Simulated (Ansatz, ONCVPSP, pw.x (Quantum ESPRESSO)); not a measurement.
**W (Z = 74): one change to the ONCV potential, in the atom and in the fcc crystal**

W, optimised norm-conserving Vanderbilt (ONCV), made with ONCVPSP 4.0.1 (PBE, scalar-relativistic). Core [Kr] 4d10 4f14, reference 5s2 5p6 5d4 6s1.75 6p0.25. Waves: 5s+6s: rc 1.80 bohr, ncon 4, nbas 8, qcut 8.4 1/bohr, 2 projectors; 5p+6p: rc 2.10 bohr, ncon 5, nbas 8, qcut 7.8 1/bohr, 2 projectors; 5d: rc 1.90 bohr, ncon 4, nbas 8, qcut 6 1/bohr, 1 projector. Local part: polynomial inside 1.70 bohr (lpopt 5, dvloc0 0 Ha). Core correction: polynomial model core, fcfact 0.4.

Change: all radii but the core radius scaled by about 1.27 (s 2.28, p 2.66, d 2.40 bohr); local potential polynomial inside 2.16 bohr (lpopt 5, dvloc0 0 Ha).

Cutoffs, loose and tight: the cutoffs (Ha) at which the residual kinetic energy of the hardest occupied pseudo-wave falls to 1 and 0.1 mHa per electron. They do not see the model core or the augmentation charge, which bear on the density cutoff. Test errors are all-electron minus pseudo excitation energies from the reference, over the configurations 5s2 5p6 5d4 6s2 6p0; 5s2 5p6 5d4 6s1 6p0; 5s2 5p6 5d4 6s0 6p0; 5s2 5p6 5d3 6s2 6p1; variants that change the core or the reference have their own tests.

Crystal test: fcc W in pw.x 7.5, no spin, 14³ k-points, Fermi–Dirac smearing 0.01 Ry, cutoffs set for each file from its atomic test. The reference is all-electron LAPW (Ansatz 0.2.0) with the same functional, mesh and smearing; V0 and B0 come from Birch–Murnaghan fits to the pressures at five volumes. Errors are pseudo minus all-electron; Δ is the rms difference of the E(V) curves that follow from these fits, minima aligned, over ±6 % about the mean V0. Mesh and smearing are coarse, so the numbers serve the comparison and aren't converged zero-temperature values; the lattice is a test structure that the element need not adopt.

All-electron: a0 = 4.039 Å (V0 = 16.47 Å³/atom), B0 = 280.9 GPa.

Task: Does the change bring the crystal closer to the all-electron result?

Result: The mean pressure error goes from -2.15 to -0.52 GPa, so the change moves the solid closer to the all-electron pressures. At 80 % of its cutoff the pressure of the base moves by -2.15 GPa. At 80 % of its cutoff the pressure of the changed file moves by -0.73 GPa.

```
                       quantity       base    changed
                 outcome (atom)  generated  generated
           cutoff, loose (atom)      21 Ha      17 Ha
           cutoff, tight (atom)      25 Ha      21 Ha
            bound ghosts (atom)       none       none
largest test error (meV) (atom)        -13        -17
           cutoffs in pw.x (Ry)     60/240     50/200
                         a0 (Å)      4.029      4.037
                   a0 error (%)      -0.26      -0.06
                   B0 error (%)       +0.1       +0.2
                   Δ (meV/atom)        7.8        1.9
      mean pressure error (GPa)      -2.15      -0.52
```
